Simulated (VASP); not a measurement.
# VASP 6.6.1 run: MgS

INCAR

```
PREC = Accurate
LASPH = .TRUE.
SIGMA = 0.02
EDIFF = 1E-7
LCHARG = .FALSE.
LREAL = .FALSE.
NELM = 60
GGA = PE
LWAVE = .FALSE.
ISIF = 2
IBRION = -1
ENCUT = 520
NSW = 0
ISMEER = 0
NBANDS = 11
```

KPOINTS

```
KPOINTS created by Atomic Simulation Environment
0
Gamma
8 8 8
0 0 0
```

POSCAR

```
Mg S
 1.0000000000000000
     0.0000000000000000    2.5044813179999998    2.6015179370000001
     2.5044813179999998    0.0000000000000000    2.6015179370000001
     2.5044813179999998    2.5044813179999998    0.0000000000000000
 Mg  S
   1   1
Cartesian
  0.0000000000000000  0.0000000000000000  0.0000000000000000
  2.5044813179999998  2.5044813179999998  2.6015179369999997
```

The recommended PBE PAW datasets give the neutral cell 8 valence electrons.

Command

```
mpirun -np 1 vasp_std
```

OSZICAR

```
N       E                     dE             d eps       ncg     rms          rms(c)
DAV:   1     0.216540592838E+02    0.21654E+02   -0.37022E+03  1362   0.606E+02
DAV:   2    -0.757398937846E+01   -0.29228E+02   -0.27734E+02  1704   0.100E+02
DAV:   3    -0.879536913002E+01   -0.12214E+01   -0.12196E+01  1617   0.220E+01
DAV:   4    -0.880196341568E+01   -0.65943E-02   -0.65938E-02  1549   0.191E+00
DAV:   5    -0.880201785472E+01   -0.54439E-04   -0.54438E-04  1641   0.169E-01    0.479E+00
DAV:   6    -0.845973880373E+01    0.34228E+00   -0.69465E-01  1457   0.340E+00    0.377E+00
DAV:   7    -0.841966523141E+01    0.40074E-01   -0.21985E-01  1532   0.208E+00    0.243E+00
DAV:   8    -0.842012187355E+01   -0.45664E-03   -0.13072E-02  1439   0.695E-01    0.105E+00
DAV:   9    -0.841989155832E+01    0.23032E-03   -0.69447E-04  1536   0.157E-01    0.334E-01
DAV:  10    -0.841990601028E+01   -0.14452E-04   -0.17659E-04  1518   0.625E-02    0.353E-02
DAV:  11    -0.841990318258E+01    0.28277E-05   -0.18239E-05  1520   0.194E-02    0.142E-02
DAV:  12    -0.841990316800E+01    0.14579E-07   -0.65452E-07  1639   0.509E-03
   1 F= -.84199032E+01 E0= -.84199032E+01  d E =0.402293E-15
```

From OUTCAR

```
k-points           NKPTS =     59   k-points in BZ     NKDIM =     59   number of bands    NBANDS=     11

   NELECT =       8.0000    total number of electrons

   dimension x,y,z NGX =    28 NGY =   28 NGZ =   28
   dimension x,y,z NGXF=    56 NGYF=   56 NGZF=   56

  energy-cutoff  :      520.00
  volume of cell :       32.64
      direct lattice vectors                 reciprocal lattice vectors
     0.000000000  2.504481318  2.601517937    -0.199642136  0.199642136  0.192195484
     2.504481318  0.000000000  2.601517937     0.199642136 -0.199642136  0.192195484
     2.504481318  2.504481318  0.000000000     0.199642136  0.199642136 -0.192195484

 k-points in reciprocal lattice and weights: KPOINTS created by Atomic Simulation Env
   0.00000000  0.00000000  0.00000000       0.002
   0.12500000 -0.00000000  0.00000000       0.016
   0.25000000 -0.00000000  0.00000000       0.016
   0.37500000  0.00000000  0.00000000       0.016
   0.50000000 -0.00000000  0.00000000       0.008
   0.12500000  0.12500000  0.00000000       0.004
   0.25000000  0.12500000  0.00000000       0.016
   0.37500000  0.12500000  0.00000000       0.016
   ...

 E-fermi :   4.6350

 k-point     1 :       0.0000    0.0000    0.0000
  band No.  band energies     occupation
      1      -8.6949      2.00000
      2       4.3803      2.00000
      3       4.3803      2.00000
      4       4.5291      2.00000
      5       8.7702      0.00000
      6      12.0581      0.00000
      7      12.4745      0.00000
      8      12.4745      0.00000
      9      14.5795      0.00000
     10      15.1336      0.00000
     11      17.1561      0.00000

 k-point     2 :       0.1250   -0.0000    0.0000
  band No.  band energies     occupation
      1      -8.5248      2.00000
      2       3.3248      2.00000
      3       4.2830      2.00000
      4       4.3449      2.00000
      5       9.5238      0.00000
      6      12.0698      0.00000
      7      12.4721      0.00000
      8      12.7749      0.00000
      9      14.0753      0.00000
     10      14.4928      0.00000
     11      17.6350      0.00000

 k-point     3 :       0.2500   -0.0000    0.0000
  band No.  band energies     occupation
      1      -8.0601      2.00000
      2       1.4266      2.00000
      3       4.0401      2.00000
      4       4.0709      2.00000
      5       9.6494      0.00000
      6      12.0979      0.00000
      7      12.5699      0.00000
      8      13.1941      0.00000
      9      14.8408      0.00000
     10      14.8920      0.00000
     11      16.8837      0.00000

 k-point     4 :       0.3750    0.0000    0.0000
  band No.  band energies     occupation
      1      -7.4804      2.00000
      2      -0.1665      2.00000
      3       3.7785      2.00000
      4       3.8845      2.00000
      5       9.2301      0.00000
      6      11.4810      0.00000
      7      11.9028      0.00000
      8      15.0255      0.00000
      9      16.3931      0.00000
     10      16.8551      0.00000
     11      17.0267      0.00000

 k-point     5 :       0.5000   -0.0000    0.0000
  band No.  band energies     occupation
      1      -7.1847      2.00000
      2      -0.8180      2.00000
      3       3.6795      2.00000
      4       3.8133      2.00000
      5       9.0601      0.00000
      6      11.2520      0.00000
      7      11.6467      0.00000
      8      15.3926      0.00000
      9      17.0331      0.00000
     10      18.9486      0.00000
     11      19.2881      0.00000

 ...

  Total        2.0365656      2.0365656      0.8796045      0.0000000     -0.0000000      0.0000000
  in kB       99.9807919     99.9807919     43.1822831      0.0000000     -0.0000000      0.0000000
  external PRESSURE =      81.0479556 kB  Pullay stress =       0.0000000 kB

 POSITION                                       TOTAL-FORCE (eV/Angst)
 -----------------------------------------------------------------------------------
      0.00000      0.00000      0.00000         0.000000     -0.000000     -0.000000
      2.50448      2.50448      2.60152        -0.000000      0.000000      0.000000
 -----------------------------------------------------------------------------------
    total drift:                                0.000000      0.000000      0.000000

  FREE ENERGIE OF THE ION-ELECTRON SYSTEM (eV)
  ---------------------------------------------------
  free  energy   TOTEN  =        -8.4199031680 eV

  energy  without entropy=       -8.4199031680  energy(sigma->0) =       -8.41990317
```

It converged. Results: gap between bands v and c on the k mesh 2.78 eV; least direct gap on the k mesh 4.24 eV; pressure 8.1 GPa. Band v is the last that the valence electrons fill when counted band by band, and c is the next.

One setting is odd (misspelt tag), but here it hardly changes the result.

On sound settings PBE gives a gap of 2.78 eV on its mesh and a pressure of 8.1 GPa for the intended cell. This run's energy (σ→0) differs from it by 0 meV an atom.

The run took about 19 s on one core of a shared host (Intel Xeon Platinum 8488C) and held 0.17 GiB at most.
